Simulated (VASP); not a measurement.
# InSb (F-43m) in VASP: notebook, part 2 of 2

VASP 6.6.1. Earlier steps stand in the parts before.

**4. Single point, PBE**

INCAR

```
SYSTEM = InSb
ALGO = Normal ; EDIFF = 1E-7
ENCUT = 600 ; GGA = PE
ISIF = 2 ; ISMEAR = 0
LASPH = .TRUE. ; LCHARG = .FALSE.
LREAL = .FALSE. ; LWAVE = .FALSE.
NBANDS = 16 ; NELM = 80
PREC = Accurate ; SIGMA = 0.02
```

KPOINTS

```
k-points
0
G
  6 6 6
  0 0 0
```

POSCAR

```
InSb
1.0
    0.0000000000      3.2391000000      3.2391000000
    3.2391000000      0.0000000000      3.2391000000
    3.2391000000      3.2391000000      0.0000000000
In Sb
1 1
Direct
    0.0000000000      0.0000000000      0.0000000000
    0.2500000000      0.2500000000      0.2500000000
```

Potentials or basis: VASP PAW PBE potentials, release 64 (In_d, Sb).

The run is started by

```sh
$ cat potpaw_PBE.64/In_d/POTCAR potpaw_PBE.64/Sb/POTCAR > POTCAR
$ mpirun -np 1 vasp_std > vasp.out
```

OUTCAR:

```text
SYSTEM = InSb
   EDIFF = 1E-7
   ENCUT = 600
   GGA = PE
   ISIF = 2
   ISMEAR = 0
   LASPH = .TRUE.
   LREAL = .FALSE.
   NELM = 80
   PREC = Accurate

 ion  position               nearest neighbor table
   1  0.000  0.000  0.000-   2 2.81   2 2.81   2 2.81   2 2.81
   2  0.250  0.250  0.250-   1 2.81   1 2.81   1 2.81   1 2.81

  LATTYP: Found a face centered cubic cell.
 ALAT       =     6.4782000000

  Lattice vectors:

 A1 = (   0.0000000000,   3.2391000000,   3.2391000000)
 A2 = (   3.2391000000,   0.0000000000,   3.2391000000)
 A3 = (   3.2391000000,   3.2391000000,   0.0000000000)

Analysis of symmetry for initial positions (statically):
=====================================================================
 Subroutine PRICEL returns:
 Original cell was already a primitive cell.

 Routine SETGRP: Setting up the symmetry group for a
 face centered cubic supercell.

 Subroutine GETGRP returns: Found 24 space group operations
 (whereof 24 operations were pure point group operations)
 out of a pool of 48 trial point group operations.

The static configuration has the point symmetry T_d .

Analysis of symmetry for dynamics (positions and initial velocities):
=====================================================================
 Subroutine PRICEL returns:
 Original cell was already a primitive cell.

 Routine SETGRP: Setting up the symmetry group for a
 face centered cubic supercell.

 Subroutine GETGRP returns: Found 24 space group operations
 (whereof 24 operations were pure point group operations)
 out of a pool of 48 trial point group operations.

The dynamic configuration has the point symmetry T_d .

 Subroutine INISYM returns: Found 24 space group operations
 (whereof 24 operations are pure point group operations),
 and found     1 'primitive' translations

----------------------------------------------------------------------------------------

                                     Primitive cell

  volume of cell :      67.9678

  direct lattice vectors                    reciprocal lattice vectors
     0.000000000  3.239100000  3.239100000    -0.154363867  0.154363867  0.154363867
     3.239100000  0.000000000  3.239100000     0.154363867 -0.154363867  0.154363867
     3.239100000  3.239100000  0.000000000     0.154363867  0.154363867 -0.154363867

  length of vectors
     4.580779150  4.580779150  4.580779150     0.267366060  0.267366060  0.267366060

  position of ions in fractional coordinates (direct lattice)
     0.000000000  0.000000000  0.000000000
     0.250000000  0.250000000  0.250000000

  ion indices of the primitive-cell ions
   primitive index   ion index
                 1           1
                 2           2

----------------------------------------------------------------------------------------

 KPOINTS: k-points

Automatic generation of k-mesh.
 Grid dimensions read from file:
 generate k-points for:    6    6    6

 Generating k-lattice:

  Cartesian coordinates                     Fractional coordinates (reciprocal lattice)
    -0.025727311  0.025727311  0.025727311     0.166666667  0.000000000  0.000000000
     0.025727311 -0.025727311  0.025727311     0.000000000  0.166666667  0.000000000
     0.025727311  0.025727311 -0.025727311     0.000000000  0.000000000  0.166666667

  Length of vectors
     0.044561010  0.044561010  0.044561010

  Shift w.r.t. Gamma in fractional coordinates (k-lattice)
     0.000000000  0.000000000  0.000000000

 Subroutine IBZKPT returns following result:
 ===========================================

 Found     16 irreducible k-points:

 Following reciprocal coordinates:
            Coordinates               Weight
  0.000000  0.000000  0.000000      1.000000
  0.166667  0.000000  0.000000      8.000000
  0.333333  0.000000  0.000000      8.000000
  0.500000  0.000000  0.000000      4.000000
  0.166667  0.166667  0.000000      6.000000
  0.333333  0.166667  0.000000     24.000000
[... 8 lines left out ...]
 -0.333333  0.333333  0.166667     24.000000
 -0.333333  0.500000  0.166667     12.000000
   k-points           NKPTS =     16   k-points in BZ     NKDIM =     16   number of bands    NBANDS=     16
   number of dos      NEDOS =    301   number of ions     NIONS =      2
   total plane-waves  NPLWV =  64000
   dimension x,y,z NGX =    40 NGY =   40 NGZ =   40
   dimension x,y,z NGXF=    80 NGYF=   80 NGZF=   80
   ions per type =               1   1
   NGX,Y,Z   is equivalent  to a cutoff of  14.52, 14.52, 14.52 a.u.
   NGXF,Y,Z  is equivalent  to a cutoff of  29.03, 29.03, 29.03 a.u.
 SYSTEM =  InSb
   PREC   = accura    normal or accurate (medium, high low for compatibility)
   ISTART =      0    job   : 0-new  1-cont  2-samecut
   ICHARG =      2    charge: 1-file 2-atom 10-const
   ISPIN  =      1    spin polarized calculation?
   LNONCOLLINEAR =      F non collinear calculations
   LSORBIT =      F    spin-orbit coupling
   LASPH  =      T    aspherical Exc in radial PAW
   ENCUT  =  600.0 eV  44.10 Ry    6.64 a.u.   9.15  9.15  9.15*2*pi/ulx,y,z
   NELM   =     80;   NELMIN=  2; NELMDL= -5     # of ELM steps
   EDIFF  = 0.1E-06   stopping-criterion for ELM
   LREAL  =      F    real-space projection
   EDIFFG = 0.1E-05   stopping-criterion for IOM
   NSW    =      0    number of steps for IOM
   IBRION =     -1    ionic relax: 0-MD 1-quasi-New 2-CG
   NFREE  =      0    steps in history (QN), initial steepest desc. (CG)
   ISIF   =      2    stress and relaxation
   ISYM   =      2    0-nonsym 1-usesym 2-fastsym
   POTIM  = 0.5000    time-step for ionic-motion
   TEBEG  =    0.0;   TEEND  =   0.0 temperature during run
   PSTRESS=    0.0 pullay stress
   NELECT =      18.0000    total number of electrons
   NUPDOWN=      -1.0000    fix difference up-down
   EMIN   =  10.00;   EMAX   =-10.00  energy-range for DOS
   EFERMI =   0.00;   METHOD = LEGACY
   ISMEAR =     0;   SIGMA  =   0.02  broadening in eV -4-tet -1-fermi 0-gaus
   EFERMI_NEDOS =   21; number of points for ismear=-14 and -15
   IALGO  =     38    algorithm
   IMIX   =      4    mixing-type and parameters
     AMIX     =   0.40;   BMIX     =  1.00
     AMIX_MAG =   1.60;   BMIX_MAG =  1.00
  volume/ion in A,a.u.               =      33.98       229.33
  Fermi-wavevector in a.u.,A,eV,Ry     =   1.051311  1.986690 15.037912  1.105255
  Thomas-Fermi vector in A             =   2.186349
   LORBIT       =      0    0 simple, 1 ext, 2 COOP (PROOUT), +10 PAW based schemes
   GGA     = PE    functional components
   LHFCALC =     F    Hartree Fock is set to
   AEXX    =    0.0000 exact exchange contribution
   IVDW    =     0    specifies the selected vdW correction
   LEPSILON=     F    determine dielectric tensor
   LRPA    =     F    only Hartree local field effects (RPA)
 non-spin polarized calculation
 Gauss-broadening in eV      SIGMA  =   0.02
  energy-cutoff  :      600.00
  volume of cell :       67.97
 maximum number of plane-waves:      2285
 NGX is ok and might be reduce to    40
   NGX = 19   NGY = 19   NGZ = 19

 number of electron      18.0000001 magnetization

 Free energy of the ion-electron system (eV)
  ---------------------------------------------------
  ext. energy  EPLUGINS =         0.00000000
  ---------------------------------------------------
  free energy    TOTEN  =        -6.88380406 eV

  energy without entropy =       -6.88366122  energy(sigma->0) =       -6.88373264

 E-fermi :   5.1227     XC(G=0):  -8.6829

 val. band max:        5.1166280118   @ k =   0.0000   0.0000   0.0000
 cond. band min:       5.6526844682   @ k =   0.5000   0.0000   0.0000
 fundamental gap:      0.5360564564
 Fermi energy:         5.1227193401

 k-point     1 :       0.0000    0.0000    0.0000
  band No.  band energies     occupation
      1      -9.4963      2.00000
      2      -9.4963      2.00000
      3      -9.4963      2.00000
      4      -9.4113      2.00000
      5      -9.4113      2.00000
      6      -5.6036      2.00000
[... 8 lines left out ...]
     15      13.3936      0.00000
     16      13.3936      0.00000
[... 267 lines left out ...]
 k-point    16 :      -0.3333    0.5000    0.1667
  band No.  band energies     occupation
      1      -9.5669      2.00000
      2      -9.4632      2.00000
      3      -9.4543      2.00000
      4      -9.4238      2.00000
      5      -9.4066      2.00000
      6      -3.5954      2.00000
[... 8 lines left out ...]
     15      14.9009      0.00000
     16      15.6138      0.00000

------------------------ aborting loop because EDIFF is reached ----------------------------------------

  FORCE on cell =-STRESS in cart. coord.  units (eV):
  Direction    XX          YY          ZZ          XY          YZ          ZX
  --------------------------------------------------------------------------------------
  -------------------------------------------------------------------------------------
  Total        1.3647988      1.3647988      1.3647988     -0.0000000      0.0000000     -0.0000000
  in kB       32.1718594     32.1718594     32.1718594     -0.0000000      0.0000000     -0.0000000
  external PRESSURE =      32.1718594 kB  Pullay stress =       0.0000000 kB

 VOLUME and BASIS-vectors are now :
 -----------------------------------------------------------------------------
  energy-cutoff  :      600.00
  volume of cell :       67.97
      direct lattice vectors                 reciprocal lattice vectors
     0.000000000  3.239100000  3.239100000    -0.154363867  0.154363867  0.154363867
     3.239100000  0.000000000  3.239100000     0.154363867 -0.154363867  0.154363867
     3.239100000  3.239100000  0.000000000     0.154363867  0.154363867 -0.154363867

 POSITION                                       TOTAL-FORCE (eV/Angst)
 -----------------------------------------------------------------------------------
      0.00000      0.00000      0.00000        -0.000000      0.000000     -0.000000
      1.61955      1.61955      1.61955         0.000000     -0.000000      0.000000
 -----------------------------------------------------------------------------------
    total drift:                               -0.000000     -0.000000     -0.000000

  FREE ENERGIE OF THE ION-ELECTRON SYSTEM (eV)
  ---------------------------------------------------
  free  energy   TOTEN  =        -6.8838040575 eV

  energy  without entropy=       -6.8836612220  energy(sigma->0) =       -6.88373264
```

OSZICAR:

```text
N       E                     dE             d eps       ncg     rms          rms(c)
DAV:   1     0.110549876644E+03    0.11055E+03   -0.86951E+03   512   0.124E+03
DAV:   2     0.258344790285E+00   -0.11029E+03   -0.10673E+03   584   0.285E+02
DAV:   3    -0.679096427253E+01   -0.70493E+01   -0.70292E+01   656   0.723E+01
DAV:   4    -0.698674819178E+01   -0.19578E+00   -0.19574E+00   672   0.138E+01
DAV:   5    -0.699685954003E+01   -0.10111E-01   -0.10111E-01   744   0.257E+00    0.418E+00
DAV:   6    -0.689627781402E+01    0.10058E+00   -0.15433E-01   736   0.604E+00    0.244E+00
DAV:   7    -0.688195917415E+01    0.14319E-01   -0.72389E-02   704   0.248E+00    0.629E-01
DAV:   8    -0.688301961463E+01   -0.10604E-02   -0.79088E-03   664   0.103E+00    0.268E-01
DAV:   9    -0.688372401178E+01   -0.70440E-03   -0.10410E-03   576   0.275E-01    0.785E-02
DAV:  10    -0.688375925372E+01   -0.35242E-04   -0.48993E-05   752   0.464E-02    0.401E-02
DAV:  11    -0.688380230178E+01   -0.43048E-04   -0.78546E-05   576   0.543E-02    0.264E-02
DAV:  12    -0.688380382451E+01   -0.15227E-05   -0.14240E-06   632   0.715E-03    0.715E-03
DAV:  13    -0.688380425324E+01   -0.42873E-06   -0.13519E-06   600   0.609E-03    0.394E-03
DAV:  14    -0.688380404989E+01    0.20335E-06   -0.54311E-08   576   0.222E-03    0.119E-03
DAV:  15    -0.688380405745E+01   -0.75631E-08   -0.13202E-08   416   0.871E-04
   1 F= -.68838041E+01 E0= -.68837326E+01  d E =-.142835E-03
```

Wall time 16 s (1 thread of Intel Xeon 6975P-C (Granite Rapids), shared host); peak memory 0.24 GiB.

What came out:

```yaml
Free_energy: -6.8838 eV
Pressure: 3.2 GPa
Band_gap_on_the_k_mesh: none (metal or under the smearing width)
```

Levels at points of the mesh, in eV from the Fermi level:
```
           k point  band 7  band 8  band 9  band 10  band 11  band 12
(0.00, 0.00, 0.00)   -0.20   -0.01   -0.01    -0.01     2.95     2.95
(0.50, 0.00, 0.00)   -5.63   -1.01   -1.01     0.53     3.80     3.80
(0.50, 0.50, 0.00)   -5.93   -2.27   -2.27     1.32     1.34     8.15
```

Caveat: this crystal is a semiconductor, whose small gap the functional closes, so the metal is an error of the method. Spin-orbit coupling is left out, which matters for the levels of Sb.

**5. Single point, PBE**

Edit INCAR of step 4 so:

```diff
@@ -2,3 +2,3 @@
 ALGO = Normal ; EDIFF = 1E-7
-ENCUT = 600 ; GGA = PE
+ENCUT = 700 ; GGA = PE
 ISIF = 2 ; ISMEAR = 0
```

KPOINTS is that of step 4.

POSCAR is that of step 4.

Potentials or basis: VASP PAW PBE potentials, release 64 (In_d, Sb).

The run is started by

```sh
$ cat potpaw_PBE.64/In_d/POTCAR potpaw_PBE.64/Sb/POTCAR > POTCAR
$ mpirun -np 1 vasp_std > vasp.out
```

OUTCAR:

```text
SYSTEM = InSb
   EDIFF = 1E-7
   ENCUT = 700
   GGA = PE
   ISIF = 2
   ISMEAR = 0
   LASPH = .TRUE.
   LREAL = .FALSE.
   NELM = 80
   PREC = Accurate

 ion  position               nearest neighbor table
   1  0.000  0.000  0.000-   2 2.81   2 2.81   2 2.81   2 2.81
   2  0.250  0.250  0.250-   1 2.81   1 2.81   1 2.81   1 2.81

  LATTYP: Found a face centered cubic cell.
 ALAT       =     6.4782000000

  Lattice vectors:

 A1 = (   0.0000000000,   3.2391000000,   3.2391000000)
[... 479 lines left out ...]

------------------------ aborting loop because EDIFF is reached ----------------------------------------

  FORCE on cell =-STRESS in cart. coord.  units (eV):
  Direction    XX          YY          ZZ          XY          YZ          ZX
  --------------------------------------------------------------------------------------
  -------------------------------------------------------------------------------------
  Total        1.3679476      1.3679476      1.3679476      0.0000000      0.0000000     -0.0000000
  in kB       32.2460844     32.2460844     32.2460844      0.0000000      0.0000000     -0.0000000
  external PRESSURE =      32.2460844 kB  Pullay stress =       0.0000000 kB

 VOLUME and BASIS-vectors are now :
 -----------------------------------------------------------------------------
  energy-cutoff  :      700.00
  volume of cell :       67.97
      direct lattice vectors                 reciprocal lattice vectors
     0.000000000  3.239100000  3.239100000    -0.154363867  0.154363867  0.154363867
     3.239100000  0.000000000  3.239100000     0.154363867 -0.154363867  0.154363867
     3.239100000  3.239100000  0.000000000     0.154363867  0.154363867 -0.154363867

 POSITION                                       TOTAL-FORCE (eV/Angst)
 -----------------------------------------------------------------------------------
      0.00000      0.00000      0.00000        -0.000000     -0.000000     -0.000000
      1.61955      1.61955      1.61955         0.000000      0.000000      0.000000
 -----------------------------------------------------------------------------------
    total drift:                               -0.000000     -0.000000     -0.000000

  FREE ENERGIE OF THE ION-ELECTRON SYSTEM (eV)
  ---------------------------------------------------
  free  energy   TOTEN  =        -6.8838878438 eV

  energy  without entropy=       -6.8837450084  energy(sigma->0) =       -6.88381643
```

OSZICAR:

```text
N       E                     dE             d eps       ncg     rms          rms(c)
DAV:   1     0.122056859431E+03    0.12206E+03   -0.92136E+03   512   0.138E+03
DAV:   2     0.948401649845E+00   -0.12111E+03   -0.11690E+03   584   0.314E+02
DAV:   3    -0.677238881789E+01   -0.77208E+01   -0.76907E+01   632   0.779E+01
DAV:   4    -0.698627675537E+01   -0.21389E+00   -0.21384E+00   680   0.142E+01
DAV:   5    -0.699694904055E+01   -0.10672E-01   -0.10672E-01   776   0.260E+00    0.420E+00
DAV:   6    -0.689637734753E+01    0.10057E+00   -0.15462E-01   744   0.604E+00    0.243E+00
DAV:   7    -0.688203110476E+01    0.14346E-01   -0.72159E-02   696   0.248E+00    0.630E-01
DAV:   8    -0.688310639244E+01   -0.10753E-02   -0.79320E-03   648   0.103E+00    0.269E-01
DAV:   9    -0.688380394755E+01   -0.69756E-03   -0.10243E-03   584   0.272E-01    0.793E-02
DAV:  10    -0.688384303581E+01   -0.39088E-04   -0.50380E-05   744   0.473E-02    0.411E-02
DAV:  11    -0.688388611484E+01   -0.43079E-04   -0.78226E-05   568   0.562E-02    0.258E-02
DAV:  12    -0.688388762563E+01   -0.15108E-05   -0.14267E-06   616   0.737E-03    0.662E-03
DAV:  13    -0.688388800519E+01   -0.37955E-06   -0.14533E-06   616   0.780E-03    0.393E-03
DAV:  14    -0.688388782951E+01    0.17568E-06   -0.46304E-08   592   0.132E-03    0.115E-03
DAV:  15    -0.688388784384E+01   -0.14325E-07   -0.15009E-08   424   0.987E-04
   1 F= -.68838878E+01 E0= -.68838164E+01  d E =-.142835E-03
```

It took 16 s on 1 thread of Intel Xeon 6975P-C (Granite Rapids), shared host; peak memory 0.24 GiB.

What came out:

* Free energy: -6.8839 eV
* Pressure: 3.2 GPa
* Band gap on the k mesh: none (metal or under the smearing width)

Caveat: this crystal is a semiconductor, whose small gap the functional closes, so the metal is an error of the method. Spin-orbit coupling is left out, which matters for the levels of Sb.

**6. Summary**

```tsv
cutoff (eV)	gap on the mesh (eV)	pressure (GPa)
450	none	3.2
520	none	3.2
600	none	3.2
700	none	3.2
```

Alike in all rows: task single point; level PBE; potentials or basis VASP PAW PBE potentials, release 64 (In_d, Sb); no spin polarisation; cell as given; k mesh 6 × 6 × 6; smearing gaussian 0.02 eV.

Every run on the cell as given and a fine mesh finds a metal.

Caveats: this crystal is a semiconductor, whose small gap the functional closes, so the metal is an error of the method.

Absolute energies hang on the potentials; compare differences alone.

**7. Against experiment**

Step 2. A measured gap of InSb is 0.24 eV (quoted in “Electronic Structure and Epitaxy of CdTe Shells on InSb Nanowires”, 2021, arxiv:2111.05126); the calculated 0.00 eV misses it by -0.24 eV. Spin-orbit coupling on In, Sb is left out. The value is that of PBE on a finite k mesh, which can miss the band edges, without temperature or zero-point motion. Semilocal functionals fall short of measured gaps as a rule.

Step 3. Measured gap of InSb: 0.24 eV (quoted in “Electronic Structure and Epitaxy of CdTe Shells on InSb Nanowires”, 2021, arxiv:2111.05126). This calculation gives 0.00 eV (-0.24 eV). Spin-orbit coupling on In, Sb is left out. The value is that of PBE on a finite k mesh, which can miss the band edges, without temperature or zero-point motion. Semilocal functionals fall short of measured gaps as a rule.

Step 4. A measured gap of InSb is 0.24 eV (quoted in “Electronic Structure and Epitaxy of CdTe Shells on InSb Nanowires”, 2021, arxiv:2111.05126); the calculated 0.00 eV misses it by -0.24 eV. Spin-orbit coupling on In, Sb is left out. The value is that of PBE on a finite k mesh, which can miss the band edges, without temperature or zero-point motion. Semilocal functionals fall short of measured gaps as a rule.

Step 5. Against the measured gap of InSb, 0.24 eV (quoted in “Electronic Structure and Epitaxy of CdTe Shells on InSb Nanowires”, 2021, arxiv:2111.05126), the calculated 0.00 eV is off by -0.24 eV. Spin-orbit coupling on In, Sb is left out. The value is that of PBE on a finite k mesh, which can miss the band edges, without temperature or zero-point motion. Semilocal functionals fall short of measured gaps as a rule.
